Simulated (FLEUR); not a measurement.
# HfO2 (P4_2/nmc) in FLEUR: single point with PBE

Aim: the single point of HfO2 with PBE.

Everything below comes from runs of FLEUR MaX-R8.1 (later development tree). Logs are shortened: lines on timing, memory, paths and dates and some standing lists are left out, and cuts for length are marked.

## 1. Starting point

Symmetry: P4_2/nmc, No. 137, tetragonal system. The conventional cell has a = 3.558 Å, b = 3.558 Å, c = 5.172 Å, α = 90.00°, β = 90.00°, γ = 90.00°. Hf (site symmetry -4m2) is surrounded by 4 O at 2.05 Å. O (site symmetry 2mm) is surrounded by 2 Hf at 2.05 Å.

Measurements of this composition are mostly on another form, of space group No. 14.

## 2. Single point, PBE

Input file inp.xml:

```xml
<?xml version="1.0" encoding="UTF-8" standalone="no"?>
<fleurInput fleurInputVersion="0.39">
   <comment>
      HfO2                                                                                                
   </comment>
   <calculationSetup>
      <cutoffs Kmax="5.37" Gmax="16.7" GmaxXC="16.7" numbands="0"/>
      <scfLoop itmax="60" minDistance="0.00001" maxIterBroyd="15" imix="Anderson" alpha="0.05" precondParam="0.0" spinf="2.0" sdNocoIR="T"/>
      <coreElectrons ctail="T" frcor="F" kcrel="0" coretail_lmax="0"/>
      <xcFunctional name="pbe" relativisticCorrections="F"/>
      <magnetism jspins="1"/>
      <soc l_soc="F" theta="0.0" phi="0.0" spav="F"/>
      <expertModes spex="0" secvar="F"/>
      <geometryOptimization l_f="T" forcealpha="1.0" forcemix="BFGS" epsdisp="0.0005" epsforce="0.0002"/>
      <ldaU l_linMix="F" mixParam="0.05" spinf="1.0"/>
   </calculationSetup>
   <cell>
      <bzIntegration valenceElectrons="76.0" mode="hist" fermiSmearingEnergy="0.00183747">
         <kPointListSelection listName="default-1"/>
         <!-- k-points included here -->
         <xi:include xmlns:xi="http://www.w3.org/2001/XInclude" href="kpts.xml"> </xi:include>
      </bzIntegration>
      <!-- symmetry operations included here -->
      <xi:include xmlns:xi="http://www.w3.org/2001/XInclude" href="sym.xml"> </xi:include>
      <bulkLattice scale="1.0">
         <bravaisMatrix>
            <row-1>    6.7236820797327885     0.0000000000000000     0.0000000000000000</row-1>
            <row-2>    0.0000000000000000     6.7236820797327885     0.0000000000000000</row-2>
            <row-3>    0.0000000000000000     0.0000000000000000     9.7734012413423663</row-3>
         </bravaisMatrix>
      </bulkLattice>
   </cell>
   <atomSpecies>
[... 13 lines left out ...]
         <lo type="SCLO" l="3" n="4" eDeriv="2"/>
      </species>
      <species name="Oxygen (O)" element="O" atomicNumber="8">
         <mtSphere radius="1.34" gridPoints="453" logIncrement="0.023"/>
         <atomicCutoffs lmax="8" lnonsphr="8"/>
         <electronConfig flipSpins="F">
            <coreConfig>(1s1/2)</coreConfig>
            <valenceConfig>(2s1/2) (2p1/2) (2p3/2)</valenceConfig>
            <stateOccupation state="(2p1/2)" spinUp="0.666667" spinDown="0.666667"/>
            <stateOccupation state="(2p3/2)" spinUp="1.333333" spinDown="1.333333"/>
         </electronConfig>
         <energyParameters s="2" p="2" d="3" f="4"/>
         <lo type="SCLO" l="0" n="2" eDeriv="2"/>
         <lo type="SCLO" l="1" n="2" eDeriv="2"/>
         <lo type="SCLO" l="2" n="3" eDeriv="2"/>
      </species>
   </atomSpecies>
   <atomGroups>
      <atomGroup species="Hafnium (Hf)">
         <relPos label="                   1">-1.000/4.000 -1.000/4.000 -1.000/4.000</relPos>
         <relPos label="                   2">1.000/4.000 1.000/4.000 1.000/4.000</relPos>
         <force calculate="T" relaxXYZ="TTT"/>
      </atomGroup>
      <atomGroup species="Oxygen (O)">
         <relPos label="                   3">-1.000/4.000 1.000/4.000 -.0527921200</relPos>
         <relPos label="                   4">1.000/4.000 -1.000/4.000 .0527921200</relPos>
         <relPos label="                   5">1.000/4.000 -1.000/4.000 -.4472078800</relPos>
         <relPos label="                   6">-1.000/4.000 1.000/4.000 .4472078800</relPos>
         <force calculate="T" relaxXYZ="TTT"/>
      </atomGroup>
   </atomGroups>
   <output dos="F" band="F" slice="F">
      <checks vchk="F" cdinf="F"/>
      <bandDOS minEnergy="-.5*Htr" maxEnergy="0.5*Htr" sigma="0.015" storeEVData="T"/>
      <vacuumDOS vacdos="F" integ="F" star="F" nstars="0" locx1="0.0" locy1="0.0" locx2="0.0" locy2="0.0" nstm="0" tworkf="0.0"/>
      <unfoldingBand unfoldBand="F" supercellX="1" supercellY="1" supercellZ="1"/>
      <plotting iplot="0" polar="F">
         <plot TwoD="T" vec1="  1.0  0.0  0.0" vec2="  0.0  1.0  0.0" vec3="  0.0  0.0  1.0" zero="  0.0  0.0  0.0" file="plot"/>
      </plotting>
      <chargeDensitySlicing numkpt="0" minEigenval="0.0" maxEigenval="0.0" nnne="0" pallst="F"/>
      <specialOutput eonly="F"/>
      <moessbauerParams electricFieldGradient="T" isomerShift="T" coreHyperfine="T" valenceHyperfine="T"/>
      <magneticCircularDichroism mcd="F" energyLo="-10.0" energyUp="0.0"/>
   </output>
  <!-- We include the file relax.xml here to enable relaxations (see documentation) -->
  <xi:include xmlns:xi="http://www.w3.org/2001/XInclude" href="relax.xml"> <xi:fallback/> </xi:include>
</fleurInput>
```

Input file crystal.txt:

```
HfO2
&input cartesian=F /
3.5580193300  0.0000000000  0.0000000000
0.0000000000  3.5580193300  0.0000000000
0.0000000000  0.0000000000  5.1718612100
1.8897261246
1.0 1.0 1.0

6
72 0.0000000000  0.0000000000  0.0000000000
72 0.5000000000  0.5000000000  0.5000000000
8 0.0000000000  0.5000000000  0.1972078800
8 0.5000000000  0.0000000000  0.3027921200
8 0.5000000000  0.0000000000  0.8027921200
8 0.0000000000  0.5000000000  0.6972078800

&kpt div1=8 div2=8 div3=5 gamma=T /
```

Potentials or basis: all-electron, FLAPW.

Command:

```
> inpgen -f crystal.txt -profile fastHighL
> # inp.xml edited to the form shown
> fleur_MPI
```

The log of the run:

```text
Welcome to FLEUR        (www.flapw.de)
      MaX-Release 8.1          (www.max-centre.eu)

 ========== k-point set info ==========
 Selected k-point list: default-1
 k-point list type: mesh
 8 x 8 x 5
 Number of k points: 45

 ------------Calculation Setup---------------------------
 Number of MPI-tasks      :            1
 Number of PE/node        :            1
 Number of OMP-threads    :            1
 Most efficient MPI parallelization for:
           1           3           5           9          15          45
 Additional eigenvalue parallelization possible
 Number of basis functions:         1360
 Approximate size of matrices (H+S) per k-point:         0.028 GB
 --------------------------------------------------------
 Iteration:     1   Distance:      32.36740200 me/bohr^3
 Iteration:     2   Distance:      27.57593118 me/bohr^3
 Iteration:     3   Distance:       9.26632386 me/bohr^3
 Iteration:     4   Distance:       8.95240226 me/bohr^3
 Iteration:     5   Distance:       4.81833551 me/bohr^3
 Iteration:     6   Distance:       1.15970253 me/bohr^3
 Iteration:     7   Distance:       0.72050822 me/bohr^3
 Iteration:     8   Distance:       0.11130245 me/bohr^3
 Iteration:     9   Distance:       0.09386917 me/bohr^3
 Iteration:    10   Distance:       0.02013887 me/bohr^3
 Iteration:    11   Distance:       0.00394680 me/bohr^3
 Iteration:    12   Distance:       0.00235468 me/bohr^3
 Iteration:    13   Distance:       0.00028359 me/bohr^3
 Iteration:    14   Distance:       0.00028480 me/bohr^3
 Iteration:    15   Distance:       0.00004103 me/bohr^3
 Iteration:    16   Distance:       0.00003827 me/bohr^3
 Iteration:    17   Distance:       0.00002395 me/bohr^3
 Iteration:    18   Distance:       0.00000651 me/bohr^3
 Reset of history

 ********************************************************************
 Run finished successfully
 Stop message:
   Structural relaxation: new displacements generated
 ********************************************************************
```

Run time: 7.8 min. Hardware: 1 thread of Intel Xeon 6975P-C (Granite Rapids), shared host; peak memory 0.14 GiB.

What came out:

| Quantity | Value |
| --- | --- |
| Free energy | -829870.0110 eV |
| Largest force | 0.138 eV/Å |
| Band gap on the k mesh | 4.77 eV, indirect (least direct gap 4.83 eV) |
| Valence electrons inside the program's atomic spheres | Hf 22.74; O 4.34 (radii Hf 2.17, O 1.34 bohr) |

Forces in eV/Å, atoms in the order of the input:
```
Hf   0.000  0.000  0.000
Hf   0.000  0.000  0.000
O    0.000  0.000  0.138
O    0.000  0.000 -0.138
O    0.000  0.000 -0.138
O    0.000  0.000  0.138
```

Levels at points of the mesh, in eV from the valence-band top:
```csv
k point,band 36,band 37,band 38,band 39,band 40,band 41
"(0.00, 0.00, 0.00)",-0.12,-0.06,-0.06,4.77,4.78,6.02
"(0.00, 0.50, 0.00)",-1.40,-0.14,-0.14,5.18,5.18,6.21
"(0.50, 0.50, 0.00)",-0.79,-0.49,-0.49,5.81,5.81,6.20
```

Core levels (eV from the Fermi level):
```
atom                                                                                                                                                                                                          levels
1 Hf  1s1/2 -65194.9, 2s1/2 -11136.7, 2p1/2 -10635.1, 2p3/2 -9443.1, 3s1/2 -2532.2, 3p1/2 -2310.0, 3p3/2 -2054.6, 4s1/2 -504.7, 3d3/2 -1679.0, 3d5/2 -1623.3, 4p1/2 -413.7, 4p3/2 -355.3, 4d3/2 -205.9, 4d5/2 -195.2
2 Hf  1s1/2 -65194.9, 2s1/2 -11136.7, 2p1/2 -10635.1, 2p3/2 -9443.1, 3s1/2 -2532.2, 3p1/2 -2310.0, 3p3/2 -2054.6, 4s1/2 -504.7, 3d3/2 -1679.0, 3d5/2 -1623.3, 4p1/2 -413.7, 4p3/2 -355.3, 4d3/2 -205.9, 4d5/2 -195.2
 3 O                                                                                                                                                                                                    1s1/2 -503.5
 4 O                                                                                                                                                                                                    1s1/2 -503.5
 5 O                                                                                                                                                                                                    1s1/2 -503.5
 6 O                                                                                                                                                                                                    1s1/2 -503.5
```

Caveat: spin-orbit coupling is left out, which moves the levels of the heavy elements; an odd mesh through Γ misses points on the zone boundary, where band edges often lie.
